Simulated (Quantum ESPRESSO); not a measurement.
# Rh (Fm-3m) in Quantum ESPRESSO: settings compared

The runs below take Rh through phonons, with PBEsol, PBE, LDA.

Everything below comes from runs of Quantum ESPRESSO 7.5. Logs are shortened: lines on timing, memory, paths and dates and some standing lists are left out, and cuts for length are marked.

### 1 Starting point

Symmetry: Fm-3m, No. 225, cubic system. Conventional cell: a = 3.796 Å, b = 3.796 Å, c = 3.796 Å, α = 90.00°, β = 90.00°, γ = 90.00°. Rh (site symmetry m-3m) is surrounded by 12 Rh at 2.68 Å.

### 2 Phonons, PBEsol

Input file pw.in:

```
&CONTROL
  calculation = 'scf'
  prefix = 'pwscf'
  outdir = './tmp'
  pseudo_dir = './pseudo'
  tprnfor = .true.
  tstress = .true.
  disk_io = 'low'
/
&SYSTEM
  ibrav = 0
  nat = 1
  ntyp = 1
  ecutwfc = 45
  ecutrho = 360
  nbnd = 13
  occupations = 'smearing'
  smearing = 'mp'
  degauss = 0.01999163
/
&ELECTRONS
  conv_thr = 2d-10
  electron_maxstep = 120
  mixing_beta = 0.5
/
ATOMIC_SPECIES
Rh   102.9055 rh_pbesol_v1.4.uspp.F.UPF
CELL_PARAMETERS angstrom
   0.0000000000    1.8978500000    1.8978500000
   1.8978500000    0.0000000000    1.8978500000
   1.8978500000    1.8978500000    0.0000000000
ATOMIC_POSITIONS crystal
Rh     0.0000000000    0.0000000000    0.0000000000
K_POINTS automatic
12 12 12 0 0 0
```

Input file relax.in:

```
&CONTROL
  calculation = 'vc-relax'
  prefix = 'pwscf'
  outdir = './tmp'
  pseudo_dir = './pseudo'
  tprnfor = .true.
  tstress = .true.
  disk_io = 'low'
  nstep = 40
  forc_conv_thr = 0.0001
  etot_conv_thr = 1d-06
/
&SYSTEM
  ibrav = 0
  nat = 1
  ntyp = 1
  ecutwfc = 45
  ecutrho = 360
  nbnd = 13
  occupations = 'smearing'
  smearing = 'mp'
  degauss = 0.01999163
/
&ELECTRONS
  conv_thr = 2d-10
  electron_maxstep = 120
  mixing_beta = 0.5
/
&IONS
  ion_dynamics = 'bfgs'
/
&CELL
  cell_dynamics = 'bfgs'
  press = 0
  press_conv_thr = 0.2
/
ATOMIC_SPECIES
Rh   102.9055 rh_pbesol_v1.4.uspp.F.UPF
CELL_PARAMETERS angstrom
   0.0000000000    1.8978500000    1.8978500000
   1.8978500000    0.0000000000    1.8978500000
   1.8978500000    1.8978500000    0.0000000000
ATOMIC_POSITIONS crystal
Rh     0.0000000000    0.0000000000    0.0000000000
K_POINTS automatic
12 12 12 0 0 0
```

Input file scf2.in:

```
&CONTROL
  calculation = 'scf'
  prefix = 'pwscf'
  outdir = './tmp'
  pseudo_dir = './pseudo'
  tprnfor = .true.
  tstress = .true.
  disk_io = 'low'
/
&SYSTEM
  ibrav = 0
  nat = 1
  ntyp = 1
  ecutwfc = 45
  ecutrho = 360
  nbnd = 13
  occupations = 'smearing'
  smearing = 'mp'
  degauss = 0.01999163
/
&ELECTRONS
  conv_thr = 1d-13
  electron_maxstep = 120
  mixing_beta = 0.5
  startingpot = 'file'
  startingwfc = 'file'
/
ATOMIC_SPECIES
Rh   102.9055 rh_pbesol_v1.4.uspp.F.UPF
CELL_PARAMETERS angstrom
   0.0000000000    1.8907896904    1.8907896904
   1.8907896904    0.0000000000    1.8907896904
   1.8907896904    1.8907896904    0.0000000000
ATOMIC_POSITIONS crystal
Rh     0.0000000000    0.0000000000    0.0000000000
K_POINTS automatic
12 12 12 0 0 0
```

Input file ph.in:

```
phonons of Rh
&INPUTPH
  prefix = 'pwscf'
  outdir = './tmp'
  tr2_ph = 1d-16
  fildyn = 'dyn'
  niter_ph = 60
  alpha_mix(1) = 0.4
/
0.5303300859 0.5303300859 0.0000000000
```

Potentials or basis: GBRV 1.5 PBEsol.

The run is started by

```bash
> OMP_NUM_THREADS=1 pw.x -in pw.in > pw.out
> OMP_NUM_THREADS=1 pw.x -in relax.in > relax.out
> OMP_NUM_THREADS=1 pw.x -in scf2.in > scf2.out
> OMP_NUM_THREADS=1 ph.x -in ph.in > ph.out
```

pw.out:

```text
This program is part of the open-source Quantum ESPRESSO suite
     for quantum simulation of materials; please cite
[... 9 lines left out ...]
     --------------------
     sticks:   dense  smooth     PW     G-vecs:    dense   smooth      PW
     Sum         649     313    109                10777     3719     749

     Using Slab Decomposition

     bravais-lattice index     =            0
     lattice parameter (alat)  =       5.0720  a.u.
     unit-cell volume          =      92.2597 (a.u.)^3
     number of atoms/cell      =            1
     number of atomic types    =            1
     number of electrons       =        15.00
     number of Kohn-Sham states=           13
     kinetic-energy cutoff     =      45.0000  Ry
     charge density cutoff     =     360.0000  Ry
     scf convergence threshold =      2.0E-10
     mixing beta               =       0.5000
     number of iterations used =            8  plain     mixing
     Exchange-correlation= SLA  PW   PSX  PSC
                           (   1   4  10   8   0   0   0)

     celldm(1)=   5.071959  celldm(2)=   0.000000  celldm(3)=   0.000000
     celldm(4)=   0.000000  celldm(5)=   0.000000  celldm(6)=   0.000000

     crystal axes: (cart. coord. in units of alat)
               a(1) = (   0.000000   0.707107   0.707107 )
               a(2) = (   0.707107   0.000000   0.707107 )
               a(3) = (   0.707107   0.707107   0.000000 )

     reciprocal axes: (cart. coord. in units 2 pi/alat)
               b(1) = ( -0.707107  0.707107  0.707107 )
               b(2) = (  0.707107 -0.707107  0.707107 )
               b(3) = (  0.707107  0.707107 -0.707107 )

     PseudoPot. # 1 for Rh read from file:
     rh_pbesol_v1.4.uspp.F.UPF
     Pseudo is Ultrasoft + core correction, Zval = 15.0
     Generated by new atomic code, or converted to UPF format
     Using radial grid of  969 points,  7 beta functions with:
                l(1) =   0
                l(2) =   0
                l(3) =   1
                l(4) =   1
                l(5) =   2
                l(6) =   2
                l(7) =   2
     Q(r) pseudized with  8 coefficients,  rinner =    1.200   1.200   1.200
                                                       1.200   1.200

     atomic species   valence    mass     pseudopotential
     Rh               15.00   102.90550     Rh( 1.00)

     48 Sym. Ops., with inversion, found

   Cartesian axes

     site n.     atom                  positions (alat units)
         1        Rh     tau(   1) = (   0.0000000   0.0000000   0.0000000  )

     number of k points=    72  Methfessel-Paxton smearing, width (Ry)=  0.0200
                       cart. coord. in units 2pi/alat
        k(    1) = (   0.0000000   0.0000000   0.0000000), wk =   0.0011574
        k(    2) = (   0.0589256   0.0589256  -0.0589256), wk =   0.0092593
        k(    3) = (   0.1178511   0.1178511  -0.1178511), wk =   0.0092593
        k(    4) = (   0.1767767   0.1767767  -0.1767767), wk =   0.0092593
        k(    5) = (   0.2357023   0.2357023  -0.2357023), wk =   0.0092593
        k(    6) = (   0.2946278   0.2946278  -0.2946278), wk =   0.0092593
[... 64 lines left out ...]
        k(   71) = (  -0.7071068   0.2357023   0.0000000), wk =   0.0138889
        k(   72) = (  -0.7071068   0.3535534   0.0000000), wk =   0.0069444

     Dense  grid:    10777 G-vectors     FFT dimensions: (  32,  32,  32)

     Smooth grid:     3719 G-vectors     FFT dimensions: (  24,  24,  24)

     Initial potential from superposition of free atoms

     starting charge      14.4999, renormalised to      15.0000

     negative rho (up, down):  5.565E-02 0.000E+00
     Starting wfcs are   12 randomized atomic wfcs +    1 random wfcs

     Self-consistent Calculation

     iteration #  1     ecut=    45.00 Ry     beta= 0.50
     Davidson diagonalization with overlap
     ethr =  1.00E-02,  avg # of iterations =  4.1

     negative rho (up, down):  5.794E-02 0.000E+00

     total energy              =    -171.00088556 Ry
     estimated scf accuracy    <       0.56981335 Ry

     iteration #  2     ecut=    45.00 Ry     beta= 0.50
     Davidson diagonalization with overlap
     ethr =  3.80E-03,  avg # of iterations =  2.0

     negative rho (up, down):  5.777E-02 0.000E+00

     total energy              =    -171.15301740 Ry
     estimated scf accuracy    <       0.03349661 Ry
[... 28 lines left out ...]
     iteration #  6     ecut=    45.00 Ry     beta= 0.50
     Davidson diagonalization with overlap
     ethr =  1.36E-09,  avg # of iterations =  2.6

     negative rho (up, down):  5.788E-02 0.000E+00

     total energy              =    -171.16042150 Ry
     estimated scf accuracy    <          5.4E-10 Ry

     iteration #  7     ecut=    45.00 Ry     beta= 0.50
     Davidson diagonalization with overlap
     ethr =  3.59E-12,  avg # of iterations =  3.5

     negative rho (up, down):  5.788E-02 0.000E+00

     End of self-consistent calculation

          k = 0.0000 0.0000 0.0000 (   459 PWs)   bands (ev):

   -24.9636 -24.9636 -24.9636  13.2810  18.2568  18.2568  18.2568  20.3886
    20.3886  37.9125  43.4048  43.4048  43.4048

          k = 0.0589 0.0589-0.0589 (   495 PWs)   bands (ev):

   -25.0157 -24.9706 -24.9706  13.5601  18.1372  18.3646  18.3646  20.3314
    20.3314  38.2947  41.8826  43.7896  43.7896

          k = 0.1179 0.1179-0.1179 (   483 PWs)   bands (ev):

   -25.1567 -24.9897 -24.9897  14.3030  17.9228  18.5832  18.5832  20.2833
    20.2833  38.9602  39.5017  44.8346  44.8346

          k = 0.1768 0.1768-0.1768 (   483 PWs)   bands (ev):

   -25.3462 -25.0157 -25.0157  15.0934  18.1166  18.6273  18.6273  20.5532
    20.5532  36.6311  39.3836  46.0576  46.0576
[... 283 lines left out ...]
   -25.6086 -25.2497 -25.2183  15.4455  15.7455  20.3957  21.5873  21.9537
    24.8740  34.7547  35.1598  35.5243  44.6188

          k =-0.0589-0.5303 0.6482 (   469 PWs)   bands (ev):

   -25.5981 -25.3159 -25.2217  15.6013  16.0328  19.8014  21.1009  22.1963
    27.1759  32.5159  34.1261  35.5928  44.5096

          k =-0.0000-0.4714 0.5893 (   473 PWs)   bands (ev):

   -25.5390 -25.4023 -25.1983  15.9413  16.6106  18.9507  20.5702  21.9588
    29.4502  30.2957  33.4178  36.8486  43.9562

          k =-0.7071 0.1179-0.0000 (   464 PWs)   bands (ev):

   -25.6425 -25.2687 -25.2411  15.2401  15.5998  20.9710  21.5763  22.3838
    26.2015  33.4104  34.3848  34.5445  44.9074

          k =-0.2357-0.4714 0.7071 (   467 PWs)   bands (ev):

   -25.5249 -25.2710 -25.1331  16.6582  16.7261  17.9533  20.5105  20.9608
    24.6280  34.9052  35.5001  38.5944  45.3562

          k =-0.1768-0.4125 0.6482 (   472 PWs)   bands (ev):

   -25.5439 -25.3369 -25.1629  16.6499  16.9789  17.8636  20.1719  21.5847
    26.6666  32.1743  35.3809  37.4054  45.0041

          k =-0.1179-0.3536 0.5893 (   474 PWs)   bands (ev):

   -25.5483 -25.3616 -25.1758  16.7243  16.8838  18.0355  19.9477  21.8288
    28.5092  29.9608  36.0301  36.4310  44.5580
[... 13 lines left out ...]
   -25.4857 -25.4342 -25.2016  16.5121  17.4008  17.5426  20.1748  21.9397
    28.7574  31.7401  33.3642  36.1586  45.9610

          k =-0.7071 0.2357 0.0000 (   470 PWs)   bands (ev):

   -25.5648 -25.3490 -25.2451  15.8757  16.3345  19.1043  20.7114  22.3855
    28.6303  32.9160  33.0472  34.2021  45.9011

          k =-0.7071 0.3536 0.0000 (   464 PWs)   bands (ev):

   -25.4576 -25.4576 -25.2471  16.2958  17.5215  17.5215  20.1724  22.3863
    31.0208  31.0208  32.7002  34.0822  47.7921

     the Fermi energy is    21.3933 ev

!    total energy              =    -171.16042150 Ry
     estimated scf accuracy    <          1.9E-10 Ry
     smearing contrib. (-TS)   =       0.00063384 Ry
     internal energy E=F+TS    =    -171.16105534 Ry

     The total energy is F=E-TS. E is the sum of the following terms:
     one-electron contribution =     -22.28143987 Ry
     hartree contribution      =      24.71731592 Ry
     xc contribution           =     -29.77734131 Ry
     ewald contribution        =    -143.81959008 Ry

     convergence has been achieved in   7 iterations

     negative rho (up, down):  5.788E-02 0.000E+00

     Forces acting on atoms (cartesian axes, Ry/au):

     atom    1 type  1   force =     0.00000000    0.00000000    0.00000000

     Total force =     0.000000     Total SCF correction =     0.000000

     Computing stress (Cartesian axis) and pressure

     negative rho (up, down):  5.788E-02 0.000E+00
          total   stress  (Ry/bohr**3)                   (kbar)     P=      -32.39
  -0.00022020  -0.00000000   0.00000000          -32.39       -0.00        0.00
  -0.00000000  -0.00022020  -0.00000000           -0.00      -32.39       -0.00
  -0.00000000  -0.00000000  -0.00022020           -0.00       -0.00      -32.39

=------------------------------------------------------------------------------=
   JOB DONE.
=------------------------------------------------------------------------------=
```

scf2.out:

```text
This program is part of the open-source Quantum ESPRESSO suite
     for quantum simulation of materials; please cite
[... 9 lines left out ...]
     --------------------
     sticks:   dense  smooth     PW     G-vecs:    dense   smooth      PW
     Sum         637     313    109                10489     3719     725
[... 561 lines left out ...]
  -0.00000013  -0.00000000   0.00000000           -0.02       -0.00        0.00
   0.00000000  -0.00000013  -0.00000000            0.00       -0.02       -0.00
   0.00000000   0.00000000  -0.00000013            0.00        0.00       -0.02

=------------------------------------------------------------------------------=
   JOB DONE.
=------------------------------------------------------------------------------=
```

Wall time 10 min (1 thread of Arm Neoverse V1, shared host); peak memory 0.09 GiB.

Results:

```yaml
Free_energy: -2328.7577 eV
Relaxed_volume: 13.52 Å³/atom
Relaxed_cell: a = 2.674 Å, b = 2.674 Å, c = 2.674 Å, α = 60.00°, β = 60.00°, γ = 60.00°
Space_group_after_relaxing_to_0.05_Å: Fm-3m (No. 225)
Pressure_after_relaxing: 0.0 GPa
Band_gap_on_the_k_mesh: none (metal or under the smearing width)
Highest_phonon_frequency_at_the_q_point_run: 234 cm⁻¹
```

The path:
| step | energy change (eV) | largest force (eV/Å) | pressure (GPa) | volume (Å³) |
| --- | --- | --- | --- | --- |
| 1 | 0.0000 | 0.0000 | -3.24 | 13.67 |
| 2 | -0.0012 | 0.0000 | 1.64 | 13.45 |
| 3 | -0.0015 | 0.0000 | -0.03 | 13.52 |
| 4 | -0.0015 | 0.0000 | 0.02 | 13.52 |

Final structure:
```
Rh
1.0
     0.00000    1.89079    1.89079
     1.89079    0.00000    1.89079
     1.89079    1.89079    0.00000
Rh
1
Direct
  0.00000 0.00000 0.00000
```

Levels at points of the mesh, in eV from the Fermi level:
```tsv
k point	band 5	band 6	band 7	band 8	band 9	band 10
(0.00, 0.00, 0.00)	-3.19	-3.19	-3.19	-1.02	-1.02	16.52
(0.00, 0.00, -0.50)	-3.27	-3.27	0.58	0.58	0.63	8.74
(0.00, -0.50, -0.50)	-6.15	0.56	1.01	1.01	3.21	12.41
```

Phonon frequencies in cm⁻¹ (negative: imaginary):
| q point | frequencies |
| --- | --- |
| (0.375, 0.375, 0.750) | 200 224 234 |

Phonon modes at q = (0.375, 0.375, 0.750) in reciprocal lattice units:
```csv
mode,symmetry,cm⁻¹
1,B_1,200
2,A_1,224
3,B_2,234
```

Caveat: the q point doesn't lie on the k mesh, which can shift a metal's frequencies strongly unless the mesh is converged.

(Continued in part 2 of 2.)
